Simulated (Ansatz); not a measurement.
Tetragonal deformation path in KF

Method: DFT LDA, scalar-relativistic, plane waves, PAW (Ansatz 0.2.0). Cutoff 420 eV, Γ-centred 8×8×8 k-points, Gaussian smearing of 0.05 eV. No spin polarisation. Energies are free energies at this smearing, counted from the undisturbed cell; pressure is positive in compression.

Reference structure (as given, not relaxed at this level; it stands at -5.8 GPa; this CsCl-type form isn't the usual structure):

```
K F
1.0
     3.25895    0.00000    0.00000
     0.00000    3.25895    0.00000
     0.00000    0.00000    3.25895
K F
1 1
Direct
  0.00000 0.00000 0.00000
  0.50000 0.50000 0.50000
```

At fixed volume and fractional coordinates, lengths along (0.000, 0.000, 1.000) are scaled against those across it; ρ is that ratio over its starting value.

| ρ | ΔE (meV/atom) | pressure (GPa) | gap on the mesh (eV) |
| --- | --- | --- | --- |
| 0.650 | 668.6 | 0.2 | 3.34 |
| 0.707 | 400.3 | -2.9 | 4.16 |
| 0.780 | 192.4 | -4.8 | 4.87 |
| 0.850 | ? | -5.5 | ? |
| 0.920 | 20.6 | ? | ? |
| 0.960 | ? | -5.7 | ? |
| 1.000 | 0.0 | -5.8 | 5.93 |
| 1.050 | 7.1 | -5.7 | 5.85 |
| 1.100 | ? | -5.7 | ? |
| 1.200 | 102.6 | -5.7 | 5.35 |
| 1.300 | 218.7 | -5.6 | 4.83 |
| 1.414 | 395.4 | -5.3 | 4.11 |
| 1.500 | 556.6 | -4.9 | 3.51 |

Problem. Give the withheld values.

Solution. ΔE (meV/atom) at ρ = 0.850: 79.5; gap on the mesh (eV) at ρ = 0.850: 5.34; pressure (GPa) at ρ = 0.920: -5.7; gap on the mesh (eV) at ρ = 0.920: 5.68; ΔE (meV/atom) at ρ = 0.960: 5.0; gap on the mesh (eV) at ρ = 0.960: 5.82; ΔE (meV/atom) at ρ = 1.100: 27.4; gap on the mesh (eV) at ρ = 1.100: 5.73.